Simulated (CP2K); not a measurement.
# TePb under changes of volume

One of the cells (33.730 Å³/atom); the others are scaled copies at fixed shape and fractional positions:

```
CELL_PARAMETERS angstrom
4.56932 0.00000 0.00000
2.28466 3.95715 0.00000
2.28466 1.31905 3.73084
ATOMIC_POSITIONS crystal
Pb 0.00000 0.00000 0.00000
Te 0.50000 0.50000 0.50000
```

| Quantity | Value |
| --- | --- |
| Program | CP2K 2026.2 |
| Functional | PBEsol |
| Potentials or basis | POTENTIAL_UZH Pb GTH-PBE-q4, Te GTH-PBE-q6; TZVP-MOLOPT-PBE-GTH basis |
| Density cutoff | 6123 eV |
| k mesh | 7 × 7 × 7 |
| Occupations | fermi-dirac, width 0.0259 eV |
| Spin | no spin polarisation |

| volume (Å³/atom) | energy over the lowest point (meV/atom) | pressure (GPa) |
| --- | --- | --- |
| 31.706 | 46.80 | 5.1 |
| 32.380 | 28.07 | 3.8 |
| 33.055 | ? | ? |
| 33.730 | 5.64 | 1.6 |
| 34.404 | 0.94 | 0.7 |
| 35.079 | 0.00 | -0.2 |
| 35.753 | 2.44 | -1.0 |

What does the run at 33.055 Å³/atom give?

Energy over the lowest point 14.52 meV/atom; pressure 2.6 GPa.

Worked out: A Birch-Murnaghan fit of order 3 (a polynomial in V^(-2/3)) to the other rows has its minimum at 34.92 Å³/atom with B0 = V·E''(V) = 43 GPa and B' = 4.5. It gives 14.52 meV/atom at 33.055 Å³/atom, against the run's 14.52, and -dE/dV = 2.6 GPa, against 2.6.

Energies are extrapolated to zero smearing.

Caveats: the potentials were made for another functional, which shifts forces and pressure; the basis of atomic orbitals isn't converged, which shifts pressures, moduli and gaps.
